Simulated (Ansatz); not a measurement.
**Stack of 2H-MoS2 under blue phosphorene, shifted by two thirds of the diagonal in a perpendicular field**

Aim: how the stack of 2H-MoS2 under blue phosphorene, shifted by two thirds of the diagonal screens a field along its normal, and what the field does to its bands. A positive field points along +c.

Program: Ansatz 0.2.0. Level of theory: plane-wave DFT, PBE-D3(BJ), Ansatz PAW. Results are calculated unless marked as measured.

This is a report of a sequence of runs, with most program output left out.

## (1) The structure

The cell holds 5 atoms: 2 S, 1 Mo and 2 P. Cell: a = 3.230 Å, b = 3.230 Å, c = 46.203 Å, α = 90.0°, β = 90.0°, γ = 120.0°. Regions: layer 1: 2H-MoS2, 3 atoms (2 S and 1 Mo); layer 2: blue phosphorene, 2 atoms (2 P). Vacuum lies along c.

## (2) Relaxing the slab

The starting cell is a guess, so the in-plane lattice and the atoms are relaxed first, with the slab cut off from its images along the normal.

Contents of input.yaml:

```yaml
crystal:
  lattice:
    - [3.23, 0.0, 0.0]
    - [-1.615, 2.7972620542, 0.0]
    - [0.0, 0.0, 46.2025977389]
  atoms:
    - { symbol: S, position: [0.3333333333, 0.6666666667, 0.4177254298] }
    - { symbol: Mo, position: [0.0, 0.0, 0.4530329439] }
    - { symbol: S, position: [0.3333333333, 0.6666666667, 0.488340458] }
    - { symbol: P, position: [0.3333333333, 0.6666666667, 0.5554362524] }
    - { symbol: P, position: [0.0, 0.0, 0.5822745702] }
  periodic: [true, true, false]
kpoints:
  mp_grid: { grid: [12, 12, 1] }
hamiltonian:
  xc: pbe
  dispersion: d3bj
scf:
  occupations: { method: fermi_dirac, width: 0.05 }
  convergence: { dr2_threshold: 1.0e-09 }
relax:
  f_tol: 0.004
  max_steps: 90
  cell: {}
output:
  write_potential: true
  write_density: true
  volumetric_format: npy
```

Command:

```
$ ansatz run input.yaml --threads 2 --pin off --max-ram 4096MiB --backend cpu --events-out ev --progress --plain --runs-dir out
```

It took 3.5 min on 2 threads of Intel Xeon at 2.50GHz (Skylake/Cascade Lake), shared host; peak memory 0.67 GiB; 6.8 min of CPU time.

Relaxation path:

```tsv
step	energy less that of the first step (eV)	largest force component (eV/Å)	volume (Å³)
1	0.0000	1.8150	417.45
2	-0.1788	0.9041	413.48
3	-0.2424	0.2911	410.35
4	-0.2491	0.0959	408.05
5	-0.2499	0.0359	406.71
6	-0.2500	0.0040	406.54
7*	-0.2497	0.0040	406.54
8	-0.2497	0.0016	406.54
9*	-0.2497	0.0016	406.54
```

Relaxation steps marked * repeat the geometry before them on a plane-wave basis chosen anew for their cell, so energy and pressure can jump there.

Forces are held to the 6 operations that the run works with; a distortion that breaks them can't arise in this run.

```tsv
cell as run	before	after	change
a (Å)	3.230	3.188	-1.3 %
b (Å)	3.230	3.188	-1.3 %
```

The atoms that moved most (Å, along periodic axes as changes of fractional coordinates times the final cell, across vacuum about the mean position):

```tsv
atom	dx	dy	dz	length
P5	0.000	0.000	0.303	0.303
P4	0.000	0.000	0.282	0.282
S3	0.000	0.000	-0.271	0.271
Mo2	0.000	0.000	-0.195	0.195
S1	0.000	0.000	-0.120	0.120
```

Final coordinates:

```cif
data_structure
_symmetry_space_group_name_H-M 'P 1'
_symmetry_Int_Tables_number 1
_cell_length_a 3.1875
_cell_length_b 3.1875
_cell_length_c 46.2026
_cell_angle_alpha 90.000
_cell_angle_beta 90.000
_cell_angle_gamma 120.000
_cell_volume 406.54
loop_
_atom_site_label
_atom_site_type_symbol
_atom_site_fract_x
_atom_site_fract_y
_atom_site_fract_z
_atom_site_occupancy
S1 S 0.33333 0.66667 0.41513 1
Mo2 Mo 0.00000 0.00000 0.44882 1
S3 S 0.33333 0.66667 0.48248 1
P4 P 0.33333 0.66667 0.56155 1
P5 P 0.00000 0.00000 0.58883 1
```

The lattice constant a goes from 3.230 to 3.188 Å.

## (3) Single point, field 0, start network

A sawtooth potential applies the field, turning back in the middle of the vacuum. With the dipole correction the typed value is the field outside the slab. The induced dipole is small, so the SCF threshold is tight.

The cell differs from the one that the last finished run ended in (c 46.203 → 26.025 Å).

Contents of input.yaml:

```yaml
crystal:
  lattice:
    - [3.1875327972, 0.0, 0.0]
    - [-1.5937663986, 2.7604843778, 0.0]
    - [0.0, 0.0, 26.025365683]
  atoms:
    - { symbol: S, position: [0.3333333333, 0.6666666667, 0.3458164665] }
    - { symbol: Mo, position: [0.0, 0.0, 0.4056211329] }
    - { symbol: S, position: [0.3333333333, 0.6666666667, 0.4653799247] }
    - { symbol: P, position: [0.3333333333, 0.6666666667, 0.6057499818] }
    - { symbol: P, position: [0.0, 0.0, 0.6541835335] }
kpoints:
  mp_grid: { grid: [18, 18, 1] }
  band_path:
    path: [[0, 0, 0], [0.5, 0, 0], [0.33333333, 0.33333333, 0], [0, 0, 0]]
    npoints: 16
hamiltonian:
  xc: pbe
  dispersion: d3bj
scf:
  occupations: { method: fermi_dirac, width: 0.02585 }
  convergence: { dr2_threshold: 1.0e-10 }
efield:
  axis: 3
  dipole_correction: true
  ramp_position: 0.97
  ramp_width: 0.06
  amplitude: 0
output:
  dos: { projected: true, e_range: [-6, 5] }
  write_potential: true
  write_density: true
  volumetric_format: npy
  elf: true
```

It took 34 s on 2 threads; peak memory 0.59 GiB; 66 s of CPU time.

This step gave:

| Property | Result |
| --- | --- |
| gap on the k-mesh | 1.462 eV |
| dipole along the normal | 0.004287 e·Å |
| gap along the path | 1.462 eV |
| smallest direct gap along the path | 1.658 eV |
| step between the vacuum levels | -0.08816 eV |
| ionisation energy, upper face | 5.700 eV |
| electron affinity, upper face | 4.239 eV |
| ionisation energy, lower face | 5.789 eV |
| gap, the smaller of path and mesh | 1.462 eV |

Running mean over a fixed 2.7 Å (it still follows the layers) of the planar mean; the ramp of the sawtooth is left out. Electron's electrostatic potential energy less the Fermi level against z:

```tsv
z (Å)	electron's electrostatic potential energy less the Fermi level (eV)
3.5	5.06
4.0	5.06
4.5	5.06
5.0	5.05
5.5	5.05
6.0	5.02
6.5	4.89
7.0	4.22
7.5	2.26
8.0	-0.193
8.5	-2.49
9.0	-5.84
9.5	-9.79
10.0	-11.5
10.5	-11.4
11.0	-11.5
11.5	-10.5
12.0	-6.81
12.5	-3.17
13.0	-0.908
13.5	1.12
14.0	1.78
14.5	-0.402
15.0	-3.26
15.5	-6.19
16.0	-9.14
16.5	-10.0
17.0	-8.01
17.5	-4.84
18.0	-2.00
18.5	1.27
19.0	3.80
19.5	4.69
20.0	4.90
20.5	4.95
21.0	4.96
21.5	4.97
22.0	4.97
22.5	4.97
```

The density of states has structure finer than the step of the table below, so its rows give means over 0.25 eV, whole bins alone (the curve runs from -6 to 2.24 eV). Peaks (eV: height): -4.760: 14.3, -4.100: 8.51, -1.480: 7.24, 1.110: 7.87, 1.250: 11.7, 1.310: 12.0, 1.660: 15.8.

Density of states against energy, zero at the Fermi level of the run, which the smearing sets inside the gap; means over each step:

```tsv
energy (eV)	density of states (states/eV a cell)
-5.75	2.50
-5.50	2.99
-5.25	2.09
-5.00	2.49
-4.75	6.81
-4.50	2.67
-4.25	3.34
-4.00	5.67
-3.75	3.34
-3.50	2.98
-3.25	2.61
-3.00	3.52
-2.75	4.66
-2.50	3.78
-2.25	4.40
-2.00	2.99
-1.75	3.51
-1.50	4.36
-1.25	3.75
-1.00	1.31
-0.75	0.385
-0.50	0
-0.25	0
0.00	0
0.25	0
0.50	0
0.75	0.356
1.00	2.70
1.25	6.39
1.50	5.16
1.75	6.40
2.00	3.64
```

Projected DOS per atom over height of the atomic layer and energy from the Fermi level. Layers: S Mo S P P from below.

Values in states/eV, 22 rows by 5 columns, each cell a mean:
```
0.57 1.58 0.58 0.51 0.51
0.92 3.07 0.90 0.60 0.61
0.69 2.77 0.66 0.47 0.47
0.18 0.87 0.19 0.42 0.42
0.00 0.02 0.00 0.00 0.00
0.00 0.00 0.00 0.00 0.00
0.00 0.00 0.00 0.00 0.00
0.01 0.02 0.01 0.00 0.00
0.08 0.52 0.19 0.12 0.13
0.36 1.30 0.41 1.01 1.01
0.58 1.74 0.31 0.55 0.55
0.78 0.27 0.85 0.65 0.67
1.16 0.55 1.10 0.68 0.67
1.28 0.99 1.27 0.39 0.46
0.50 0.65 0.52 0.45 0.46
0.52 0.77 0.51 0.54 0.54
1.25 1.41 1.25 0.59 0.60
0.73 0.70 0.70 0.42 0.41
1.35 1.18 1.39 0.58 0.58
0.51 0.48 0.52 0.58 0.55
0.38 0.30 0.37 0.78 0.75
0.98 1.08 0.97 0.14 0.13
```
Columns: height of the atomic layer (Å) from 9 to 17.0 (not evenly spaced); rows upwards: energy from the Fermi level (eV) from -5.96 to 2.23.

Electronic bands along the path, in eV, zero at the Fermi level of the run, which the smearing sets inside the gap:

```tsv
point	band 15	band 16	band 17	band 18	band 19	band 20	band 21	band 22
Γ	-1.74	-0.94	-0.94	-0.73	1.85	1.85	2.11	2.11
halfway	-2.42	-2.30	-1.66	-1.20	1.18	1.40	1.45	2.02
M	-2.92	-2.53	-1.91	-1.52	0.98	1.32	1.82	2.13
halfway	-3.27	-2.87	-2.47	-1.23	1.20	1.66	2.12	2.61
K	-3.24	-2.97	-2.76	-0.93	0.73	0.75	2.19	2.62
halfway	-2.89	-2.02	-1.70	-1.17	1.06	1.57	1.75	2.54
Γ	-1.74	-0.94	-0.94	-0.73	1.85	1.85	2.11	2.11
```

ELF in the ca plane at fractional y = 0.667, with atoms of S and P within 0.2 Å of it. It is the smooth field of the valence electrons, not physical close to the nuclei.

Ten even steps from '0' (0.00) to '9' (0.97), each cell a mean:
```
00000000000000000012331233123321000012345667
00000000000000000011221233112210000011235667
00000000000000012467764222357765200366677766
00000000000000147898787412688898511799667653
00000000000001368996147523662389712898103531
00000000000001368996137523661289712898003531
00000000000000247898777412687799611799657643
00000000000000013577775222367776300477777765
```
Columns run along c (16.0 Å, from fractional 0.07 to 0.68 of the cell), rows up along a (3.2 Å). Atoms in or near the plane, at fractional coordinates: S at (0.35, 0.33), S at (0.47, 0.33), P at (0.61, 0.33).

Electrostatic potential energy in the ca plane at fractional y = 0.667, with atoms of S and P within 0.2 Å of it. With pseudopotentials it is smooth inside the atoms' cores, unlike the true potential.

Values in eV, 5 rows by 16 columns, each cell a mean:
```
  6   6   4   1 -12  -8   2   5   5   3  -2  -7   4   6   6   6
  6   6   2  -4  -7  -5  -4   4   5  -2  -5  -3   4   6   6   6
  6   5 -11 -31  -4 -10 -32  -2   4 -23 -27   1   5   6   6   6
  6   5 -15 -33  -4 -13 -34  -4   4 -27 -31   1   5   6   6   6
  6   6  -1 -13  -5  -5 -13   2   5  -8 -11  -1   4   6   6   6
```
Columns run along c (16.0 Å, from fractional 0.23 to 0.84 of the cell; values clipped at the 3rd and 97th percentile), rows up along a (3.2 Å). Atoms in or near the plane, at fractional coordinates: S at (0.35, 0.33), S at (0.47, 0.33), P at (0.61, 0.33).

Valence density in the ca plane at fractional y = 0.667, with atoms of S and P within 0.2 Å of it. It is the smooth field of the valence electrons, not physical close to the nuclei.

Ten even steps from '0' (0.0 e/Å³) to '9' (1.1 e/Å³), each cell a mean:
```
00000000112357422110000000112333210000000000
00000000112357422110000000112333210000000000
00000012344334334431000001234432110000000000
00000026898532358985200013556532100000000000
00000149759632378588310025523531000000000000
00000149649632378489310026413531000000000000
00000036998532369985200014556532100000000000
00000012454333334542000001344432110000000000
```
Columns run along c (16.0 Å, from fractional 0.23 to 0.84 of the cell), rows up along a (3.2 Å). Atoms in or near the plane, at fractional coordinates: S at (0.35, 0.33), S at (0.47, 0.33), P at (0.61, 0.33).

The gap is 1.46 eV, with the valence edge 5.70 eV and the conduction edge 4.24 eV under the upper vacuum level.

## (4) Single point, field 0.1 V/Å

Edit input.yaml of step 3 so:

```diff
@@ -25,7 +25,6 @@
   dipole_correction: true
-  ramp_position: 0.97
-  ramp_width: 0.06
-  amplitude: 0
+  ramp_position: 0.9527
+  ramp_width: 0.0953
+  amplitude: 0.1
 output:
-  dos: { projected: true, e_range: [-6, 5] }
   write_potential: true
@@ -33,2 +32 @@
   volumetric_format: npy
-  elf: true
```

Elapsed: 44 s, on 2 threads; peak memory 0.57 GiB.

The dipole is 0.0483 e·Å, 0.0440 e·Å from its value without field, and the gap 1.445 eV.

## (5) Atoms held, field -0.1 V/Å

Edit input.yaml of step 4 so:

```diff
@@ -27,3 +27,3 @@
   ramp_width: 0.0953
-  amplitude: 0.1
+  amplitude: -0.1
 output:
```

It took 52 s on 2 threads; peak memory 0.57 GiB.

The dipole is -0.0396 e·Å, -0.0439 e·Å from its value without field, and the gap 1.377 eV.

## (6) Response, atoms held

This step: plane-wave DFT, PBE-D3(BJ), Ansatz PAW; response to a field along the normal, atoms held (Ansatz 0.2.0).

The dipoles give the slope, and the difference of two potentials shows where the field is screened.

This step gave:

| Property | Result |
| --- | --- |
| equivalent conductor thickness p/(ε₀AE) | 9.041 Å |
| distance between the outer atoms | 8.025 Å |

The dipole of the cell by applied field:

```tsv
applied field (V/Å)	dipole of the cell (e·Å)
-0.1000	-0.0396
0.0000	0.00429
0.1000	0.0483
```

Local field over the applied field, running mean. From the potentials at -0.1 and 0.1 V/Å; running mean over 2.8 Å. The local field over applied field by z:

z (Å), local field over applied field and a bar:
```
      4.5      0.999 ##############################
      5.0      0.996 ##############################
      5.5      0.988 ##############################
      6.0      0.965 #############################
      6.5      0.910 ###########################
      7.0      0.803 ########################
      7.5      0.656 ###################
      8.0      0.495 ##############
      8.5      0.333 #########
      9.0      0.196 #####
      9.5      0.102 ##
     10.0      0.056 #
     10.5      0.039 
     11.0      0.047 
     11.5      0.077 #
     12.0      0.141 ###
     12.5      0.237 ######
     13.0      0.331 #########
     13.5      0.385 ###########
     14.0      0.391 ###########
     14.5      0.352 ##########
     15.0      0.263 #######
     15.5      0.158 ####
     16.0      0.084 #
     16.5      0.068 #
     17.0      0.129 ###
     17.5      0.249 #######
     18.0      0.408 ############
     18.5      0.572 #################
     19.0      0.730 ######################
     19.5      0.860 ##########################
     20.0      0.938 ############################
     20.5      0.976 #############################
     21.0      0.991 ##############################
     21.5      0.997 ##############################
```

Electrons, planar mean, per unit field. Induced electron density against z:

```tsv
z (Å)	induced electron density (e/Å³ per V/Å)
4.5	4.3e-6
5.0	1.4e-5
5.5	4.3e-5
6.0	1.3e-4
6.5	3.7e-4
7.0	9.9e-4
7.5	0.00231
8.0	0.00360
8.5	0.00205
9.0	9.6e-4
9.5	3.7e-4
10.0	-4.7e-4
10.5	1.1e-4
11.0	3.4e-4
11.5	-2.2e-4
12.0	-6.6e-4
12.5	-0.00130
13.0	-0.00293
13.5	-0.00142
14.0	7.6e-4
14.5	0.00254
15.0	0.00229
15.5	4.8e-4
16.0	8.7e-4
16.5	-3.7e-4
17.0	-7.9e-4
17.5	-0.00123
18.0	-0.00340
18.5	-0.00291
19.0	-0.00152
19.5	-6.5e-4
20.0	-2.6e-4
20.5	-9.6e-5
21.0	-3.4e-5
21.5	-1.1e-5
```

The smaller of the gaps on the path and on the k-mesh, counted as 0 under 0.03 eV. Gap against applied field:

```tsv
applied field (V/Å)	gap (eV)
-0.1000	1.38
0.0000	1.46
0.1000	1.44
```

By hand: between -0.1 and 0.1 V/Å the dipole changes by 0.08793 e·Å, a slope of 0.4396 e·Å²/V. A perfect conductor of thickness t has p = ε₀AEt, so t = 180.95 × 0.4396 / 8.799 = 9.04 Å (e/ε₀ = 180.95 V·Å, A in Å²).

The induced dipole is that of a conductor 9.04 Å thick.

## (7) Summary of results

```yaml
gap_without_field: 1.46 eV
ionisation_energy_upper_face: 5.70 eV
electron_affinity_upper_face: 4.24 eV
step_between_the_vacuum_levels: -0.0882 eV
equivalent_conductor_thickness_atoms_held: 9.04 Å
```

The induced dipole equals that of a perfect conductor 9.04 Å thick, while the outer atoms lie 8.03 Å apart; an out-of-plane ε follows only once a thickness t is chosen, by 1 − 1/ε = 9.04 Å / t. The two faces differ: the vacuum level above lies 0.09 eV lower than the one below. The gap goes from 1.46 eV to 1.38 eV at -0.1 V/Å. Semilocal functionals give gaps that are too small, and excitons are not included. Spin-orbit coupling is left out, which matters for the bands of elements this heavy.

[Logs are printed without paths, hosts, clocks, repeated set-up lines and the standing remarks that a program may print on its own settings, such as how far it seeks lower states.]

[Hosts, paths, dates, database ids (printed as entryN), source tags and the programs' standing remarks are cut or masked in the printed files.]

[Maps of the electrostatic potential energy from Ansatz leave out the sawtooth potential of an applied field or a dipole correction, so their vacuum need not be flat; planar profiles and work functions include it.]

[The density of states shown here was stored with 400 of the rows of the run's finer table, so its peaks can read low, often by over a quarter, or be missed, and its means over a window can be off by a tenth or more.]
